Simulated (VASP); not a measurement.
# KF (Pm-3m) in VASP: further runs

One crystal, KF, is run at these levels: MS2, SCAN; tasks: atomic charges, electron localisation function.

Program: VASP 6.6.1. These are calculated values, not measurements. Logs are shortened: lines on timing, memory, paths and dates and some standing lists are left out, and cuts for length are marked.

**1. The crystal as given**

It takes space group Pm-3m (No. 221, cubic). The conventional cell has a = 3.259 Å, b = 3.259 Å, c = 3.259 Å, α = 90.00°, β = 90.00°, γ = 90.00°. K (site symmetry m-3m) has 8 F at 2.82 Å as nearest neighbours. Around F (site symmetry m-3m) lie 8 K at 2.82 Å.

The cell comes from a database or a generator and needn't be the stable form of this composition.

**2. Atomic charges, MS2**

File INCAR:

```
SYSTEM = KF
PREC = Medium
ENCUT = 520
EDIFF = 1E-6
ISMEAR = -1
SIGMA = 0.1
LREAL = .False.
LASPH = .True.
NELM = 80
ALGO = Normal
ISIF = 2
LWAVE = .False.
LCHARG = .False.
METAGGA = MS2
LMIXTAU = .True.
LORBIT = 11
```

File KPOINTS:

```
regular mesh
0
Monkhorst
  8 8 8
  0 0 0
```

File POSCAR:

```
KF
3.259
    0.999986192083      0.000000000000      0.000000000000
    0.000000000000      0.999986192083      0.000000000000
    0.000000000000      0.000000000000      0.999986192083
K F
1 1
Direct
    0.0000000000      0.0000000000      0.0000000000
    0.5000000000      0.5000000000      0.5000000000
```

Potentials or basis: VASP PAW PBE potentials, release 64 (K_sv, F).

The run is started by

```sh
cat potpaw_PBE.64/K_sv/POTCAR potpaw_PBE.64/F/POTCAR > POTCAR
mpirun -np 1 vasp_std > vasp.out
```

OUTCAR:

```text
SYSTEM = KF
   PREC = Medium
   ENCUT = 520
   EDIFF = 1E-6
   ISMEAR = -1
   LREAL = .False.
   LASPH = .True.
   NELM = 80
   ISIF = 2
   METAGGA = MS2
   LORBIT = 11

 ion  position               nearest neighbor table
   1  0.000  0.000  0.000-   2 2.82   2 2.82   2 2.82   2 2.82   2 2.82   2 2.82   2 2.82   2 2.82

   2  0.500  0.500  0.500-   1 2.82   1 2.82   1 2.82   1 2.82   1 2.82   1 2.82   1 2.82   1 2.82

  LATTYP: Found a simple cubic cell.
 ALAT       =     3.2589550000

  Lattice vectors:

 A1 = (   3.2589550000,   0.0000000000,   0.0000000000)
 A2 = (   0.0000000000,   3.2589550000,   0.0000000000)
 A3 = (   0.0000000000,   0.0000000000,   3.2589550000)

Analysis of symmetry for initial positions (statically):
=====================================================================
 Subroutine PRICEL returns:
 Original cell was already a primitive cell.

 Routine SETGRP: Setting up the symmetry group for a
 simple cubic supercell.

 Subroutine GETGRP returns: Found 48 space group operations
 (whereof 48 operations were pure point group operations)
 out of a pool of 48 trial point group operations.

The static configuration has the point symmetry O_h .

Analysis of symmetry for dynamics (positions and initial velocities):
=====================================================================
 Subroutine PRICEL returns:
 Original cell was already a primitive cell.

 Routine SETGRP: Setting up the symmetry group for a
 simple cubic supercell.

 Subroutine GETGRP returns: Found 48 space group operations
 (whereof 48 operations were pure point group operations)
 out of a pool of 48 trial point group operations.

The dynamic configuration has the point symmetry O_h .

 Subroutine INISYM returns: Found 48 space group operations
 (whereof 48 operations are pure point group operations),
 and found     1 'primitive' translations

----------------------------------------------------------------------------------------

                                     Primitive cell

  volume of cell :      34.6127

  direct lattice vectors                    reciprocal lattice vectors
     3.258955000  0.000000000  0.000000000     0.306846827  0.000000000  0.000000000
     0.000000000  3.258955000  0.000000000     0.000000000  0.306846827  0.000000000
     0.000000000  0.000000000  3.258955000     0.000000000  0.000000000  0.306846827

  length of vectors
     3.258955000  3.258955000  3.258955000     0.306846827  0.306846827  0.306846827

  position of ions in fractional coordinates (direct lattice)
     0.000000000  0.000000000  0.000000000
     0.500000000  0.500000000  0.500000000

  ion indices of the primitive-cell ions
   primitive index   ion index
                 1           1
                 2           2

----------------------------------------------------------------------------------------

 KPOINTS: regular mesh

Automatic generation of k-mesh.
 Grid dimensions read from file:
 generate k-points for:    8    8    8

 Generating k-lattice:

  Cartesian coordinates                     Fractional coordinates (reciprocal lattice)
     0.038355853  0.000000000  0.000000000     0.125000000  0.000000000  0.000000000
     0.000000000  0.038355853  0.000000000     0.000000000  0.125000000  0.000000000
     0.000000000  0.000000000  0.038355853     0.000000000  0.000000000  0.125000000

  Length of vectors
     0.038355853  0.038355853  0.038355853

  Shift w.r.t. Gamma in fractional coordinates (k-lattice)
     0.500000000  0.500000000  0.500000000

 Subroutine IBZKPT returns following result:
 ===========================================

 Found     20 irreducible k-points:

 Following reciprocal coordinates:
            Coordinates               Weight
  0.062500  0.062500  0.062500      8.000000
  0.187500  0.062500  0.062500     24.000000
  0.312500  0.062500  0.062500     24.000000
  0.437500  0.062500  0.062500     24.000000
  0.187500  0.187500  0.062500     24.000000
  0.312500  0.187500  0.062500     48.000000
[... 12 lines left out ...]
  0.437500  0.437500  0.312500     24.000000
  0.437500  0.437500  0.437500      8.000000
   k-points           NKPTS =     20   k-points in BZ     NKDIM =     20   number of bands    NBANDS=     12
   number of dos      NEDOS =    301   number of ions     NIONS =      2
   total plane-waves  NPLWV =   5832
   dimension x,y,z NGX =    18 NGY =   18 NGZ =   18
   dimension x,y,z NGXF=    28 NGYF=   28 NGZF=   28
   ions per type =               1   1
   NGX,Y,Z   is equivalent  to a cutoff of   9.18,  9.18,  9.18 a.u.
   NGXF,Y,Z  is equivalent  to a cutoff of  14.28, 14.28, 14.28 a.u.
 SYSTEM =  KF
   PREC   = medium    normal or accurate (medium, high low for compatibility)
   ISTART =      0    job   : 0-new  1-cont  2-samecut
   ICHARG =      2    charge: 1-file 2-atom 10-const
   ISPIN  =      1    spin polarized calculation?
   LNONCOLLINEAR =      F non collinear calculations
   LSORBIT =      F    spin-orbit coupling
   LASPH  =      T    aspherical Exc in radial PAW
   ENCUT  =  520.0 eV  38.22 Ry    6.18 a.u.   6.06  6.06  6.06*2*pi/ulx,y,z
   NELM   =     80;   NELMIN=  2; NELMDL= -5     # of ELM steps
   EDIFF  = 0.1E-05   stopping-criterion for ELM
   LREAL  =      F    real-space projection
   EDIFFG = 0.1E-04   stopping-criterion for IOM
   NSW    =      0    number of steps for IOM
   IBRION =     -1    ionic relax: 0-MD 1-quasi-New 2-CG
   NFREE  =      0    steps in history (QN), initial steepest desc. (CG)
   ISIF   =      2    stress and relaxation
   ISYM   =      2    0-nonsym 1-usesym 2-fastsym
   POTIM  = 0.5000    time-step for ionic-motion
   TEBEG  =    0.0;   TEEND  =   0.0 temperature during run
   PSTRESS=    0.0 pullay stress
   NELECT =      16.0000    total number of electrons
   NUPDOWN=      -1.0000    fix difference up-down
   EMIN   =  10.00;   EMAX   =-10.00  energy-range for DOS
   EFERMI =   0.00;   METHOD = LEGACY
   ISMEAR =    -1;   SIGMA  =   0.10  broadening in eV -4-tet -1-fermi 0-gaus
   EFERMI_NEDOS =   21; number of points for ismear=-14 and -15
   IALGO  =     38    algorithm
   IMIX   =      4    mixing-type and parameters
     AMIX     =   0.40;   BMIX     =  1.00
     AMIX_MAG =   1.60;   BMIX_MAG =  1.00
  volume/ion in A,a.u.               =      17.31       116.79
  Fermi-wavevector in a.u.,A,eV,Ry     =   1.265814  2.392041 21.800402  1.602284
  Thomas-Fermi vector in A             =   2.399047
   LORBIT       =     11    0 simple, 1 ext, 2 COOP (PROOUT), +10 PAW based schemes
   METAGGA = MS2    functional components
   LHFCALC =     F    Hartree Fock is set to
   AEXX    =    0.0000 exact exchange contribution
   IVDW    =     0    specifies the selected vdW correction
   LEPSILON=     F    determine dielectric tensor
   LRPA    =     F    only Hartree local field effects (RPA)
 non-spin polarized calculation
  energy-cutoff  :      520.00
  volume of cell :       34.61
 maximum number of plane-waves:       946
   NGX = 13   NGY = 13   NGZ = 13

 number of electron      16.0000177 magnetization

 Free energy of the ion-electron system (eV)
  ---------------------------------------------------
  ext. energy  EPLUGINS =         0.00000000
  ---------------------------------------------------
  free energy    TOTEN  =       -16.00071835 eV

  energy without entropy =      -16.00071835  energy(sigma->0) =      -16.00071835

 E-fermi :   0.0141     XC(G=0):  -9.4212

 val. band max:       -2.3497964048   @ k =   0.4375   0.4375   0.0625
 cond. band min:       4.8132481854   @ k =   0.0625   0.0625   0.0625
 fundamental gap:      7.1630445902
 Fermi energy:         0.0141135565

 k-point     1 :       0.0625    0.0625    0.0625
  band No.  band energies     occupation
      1     -30.7035      2.00000
      2     -22.7450      2.00000
      3     -12.6911      2.00000
      4     -12.6911      2.00000
      5     -12.6733      2.00000
      6      -2.4528      2.00000
      7      -2.3804      2.00000
      8      -2.3804      2.00000
      9       4.8132      0.00000
     10       6.8001      0.00000
     11       6.8001      0.00000
     12      12.4736      0.00000

 k-point     2 :       0.1875    0.0625    0.0625
  band No.  band energies     occupation
      1     -30.6727      2.00000
      2     -22.7476      2.00000
      3     -12.8837      2.00000
      4     -12.6618      2.00000
      5     -12.6542      2.00000
      6      -2.7495      2.00000
      7      -2.4116      2.00000
      8      -2.4087      2.00000
      9       5.5439      0.00000
     10       7.0402      0.00000
     11       7.4715      0.00000
     12      11.9205      0.00000

 k-point     3 :       0.3125    0.0625    0.0625
  band No.  band energies     occupation
      1     -30.6286      2.00000
      2     -22.7522      2.00000
      3     -13.1467      2.00000
      4     -12.6220      2.00000
      5     -12.6199      2.00000
      6      -3.1476      2.00000
      7      -2.4504      2.00000
      8      -2.4303      2.00000
      9       6.6534      0.00000
     10       7.4352      0.00000
     11       8.4314      0.00000
     12      11.2797      0.00000
[... 226 lines left out ...]
 k-point    19 :       0.4375    0.4375    0.3125
  band No.  band energies     occupation
      1     -30.4478      2.00000
      2     -22.6266      2.00000
      3     -13.2672      2.00000
      4     -13.2646      2.00000
      5     -13.0202      2.00000
      6      -3.1642      2.00000
      7      -3.1573      2.00000
      8      -2.9858      2.00000
      9       8.2348      0.00000
     10       9.1939      0.00000
     11       9.2283      0.00000
     12      10.4326      0.00000

 k-point    20 :       0.4375    0.4375    0.4375
  band No.  band energies     occupation
      1     -30.4229      2.00000
      2     -22.6079      2.00000
      3     -13.2255      2.00000
      4     -13.2137      2.00000
      5     -13.2137      2.00000
      6      -3.2631      2.00000
      7      -3.2631      2.00000
      8      -3.2141      2.00000
      9       8.7068      0.00000
     10       8.9166      0.00000
     11       8.9166      0.00000
     12      12.6217      0.00000

------------------------ aborting loop because EDIFF is reached ----------------------------------------

  FORCE on cell =-STRESS in cart. coord.  units (eV):
  Direction    XX          YY          ZZ          XY          YZ          ZX
  --------------------------------------------------------------------------------------
  -------------------------------------------------------------------------------------
  Total       -0.3887893     -0.3887893     -0.3887893      0.0000000     -0.0000000     -0.0000000
  in kB      -17.9965743    -17.9965743    -17.9965743      0.0000000     -0.0000000     -0.0000000
  external PRESSURE =     -17.9965743 kB  Pullay stress =       0.0000000 kB

 VOLUME and BASIS-vectors are now :
 -----------------------------------------------------------------------------
  energy-cutoff  :      520.00
  volume of cell :       34.61
      direct lattice vectors                 reciprocal lattice vectors
     3.258955000  0.000000000  0.000000000     0.306846827  0.000000000  0.000000000
     0.000000000  3.258955000  0.000000000     0.000000000  0.306846827  0.000000000
     0.000000000  0.000000000  3.258955000     0.000000000  0.000000000  0.306846827

 POSITION                                       TOTAL-FORCE (eV/Angst)
 -----------------------------------------------------------------------------------
      0.00000      0.00000      0.00000         0.000000      0.000000      0.000000
      1.62948      1.62948      1.62948         0.000000      0.000000      0.000000
 -----------------------------------------------------------------------------------
    total drift:                                0.000000     -0.000000     -0.000000

  FREE ENERGIE OF THE ION-ELECTRON SYSTEM (eV)
  ---------------------------------------------------
  free  energy   TOTEN  =       -16.0007183530 eV

  energy  without entropy=      -16.0007183529  energy(sigma->0) =      -16.00071835

 total charge

# of ion       s       p       d       tot
------------------------------------------
    1        1.964   5.603   0.025   7.591
    2        1.755   4.370   0.000   6.125
--------------------------------------------------
tot          3.719   9.973   0.025  13.717
```

It took 61 s on 1 thread of Intel Xeon Platinum 8175M at 2.50GHz (Skylake/Cascade Lake), shared host; peak memory 0.12 GiB.

These settings aren't checked as converged (typed here: shifted = yes; PREC = Medium): the numbers below hold their error.

What came out:

```yaml
Free_energy: -16.0007 eV
Pressure: -1.8 GPa
Valence_electrons_inside_the_program's_atomic_spheres: K 7.59; F 6.12
```

Caveat: the PAW data sets were made with another functional, which shifts forces and pressure a little.

**3. Electron localisation function, SCAN (volume scaled by 0.88)**

File INCAR:

```
SYSTEM = KF
PREC = Accurate
ENCUT = 900
EDIFF = 1E-6
ISMEAR = 0
SIGMA = 0.05
LREAL = .FALSE.
LASPH = .TRUE.
NELM = 100
ALGO = Normal
ISIF = 2
LWAVE = .FALSE.
LCHARG = .TRUE.
METAGGA = SCAN
LMIXTAU = .TRUE.
LELF = .TRUE.
```

File KPOINTS:

```
Automatic mesh
0
G
  8 8 8
  0 0 0
```

File POSCAR:

```
KF
1.0
    3.1230043401      0.0000000000      0.0000000000
    0.0000000000      3.1230043401      0.0000000000
    0.0000000000      0.0000000000      3.1230043401
K F
1 1
Cartesian
    0.0000000000      0.0000000000      0.0000000000
    1.5615021700      1.5615021700      1.5615021700
```

Potentials or basis: VASP PAW PBE potentials, release 64 (K_sv, F_h).

The run is started by

```sh
cat potpaw_PBE.64/K_sv/POTCAR potpaw_PBE.64/F_h/POTCAR > POTCAR
mpirun -np 1 vasp_std > vasp.out
```

Run time: 2.3 min. Hardware: 1 thread of Intel Xeon Platinum 8175M at 2.50GHz (Skylake/Cascade Lake), shared host; peak memory 0.2 GiB.

Results (log left out):

```yaml
Free_energy: -17.5878 eV
Pressure: 1.7 GPa
Band_gap_on_the_k_mesh: 8.14 eV, indirect (least direct gap 8.15 eV)
```

Levels at points of the mesh, in eV from the valence-band top:
| k point | band 4 | band 5 | band 6 | band 7 | band 8 | band 9 | band 10 | band 11 | band 12 |
| --- | --- | --- | --- | --- | --- | --- | --- | --- | --- |
| (0.00, 0.00, 0.00) | -9.84 | -9.84 | -0.02 | -0.02 | -0.02 | 8.14 | 9.17 | 9.17 | 15.68 |
| (0.50, 0.00, 0.00) | -9.68 | -9.68 | -1.37 | -0.20 | -0.20 | 10.32 | 11.11 | 13.22 | 14.08 |
| (0.50, 0.50, 0.00) | -10.91 | -9.57 | -0.63 | -0.63 | 0.00 | 9.63 | 10.28 | 13.35 | 13.35 |
| (0.50, 0.50, 0.50) | -10.61 | -10.61 | -1.26 | -1.26 | -1.26 | 11.92 | 11.92 | 11.92 | 17.68 |

Caveat: the cutoff is under 1.25 times the usual one of these potentials, so pressure, stress and relaxed cells hold a basis-set (Pulay) error; the PAW data sets were made with another functional, which shifts forces and pressure a little. A k mesh can miss the band edges.
